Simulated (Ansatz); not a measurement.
B (fcc type), DFT, PBE, all-electron LAPW, scalar-relativistic (Ansatz 0.2.0), on 1 thread of Intel(R) Xeon(R) 6975P-C (Granite Rapids) (shared host).

Command: `ansatz run input.yaml --threads 1 --pin off --max-ram 2048MiB --backend cpu --events-out ev --progress --plain --runs-dir out`

```yaml
crystal:
  lattice:
    - [0.0, 1.0981718958, 1.0981718958]
    - [1.0981718958, 0.0, 1.0981718958]
    - [1.0981718958, 1.0981718958, 0.0]
  atoms:
    - { symbol: B, position: [0.0, 0.0, 0.0] }
kpoints:
  mp_grid: { grid: [24, 24, 24] }
  band_path:
    path:
      - [0.0, 0.0, 0.0]
      - [0.5, 0.0, 0.5]
      - [0.625, 0.25, 0.625]
      - [0.375, 0.375, 0.75]
      - [0.0, 0.0, 0.0]
      - [0.5, 0.5, 0.5]
      - [0.5, 0.25, 0.75]
      - [0.5, 0.0, 0.5]
    npoints: 8
scf:
  occupations: { method: fermi_dirac, width: 0.05 }
hamiltonian:
  xc: pbe
  pseudopotentials: { kind: all_electron, lapw: { basis_error: 0.001 } }
output:
  forces: true
  stress: true
  eigenvalues: true
  populations: true
  dos: { projected: true, de: 0.2, e_range: [-14, 8] }
```

Task: How large is the problem that the program sets up?

Result: 413 irreducible k-points, 59 plane waves at Γ, 7 bands.

Task: About how long does it take?

Result: 5 s of wall time for 4 SCF iterations. Times on shared machines scatter by tens of per cent.
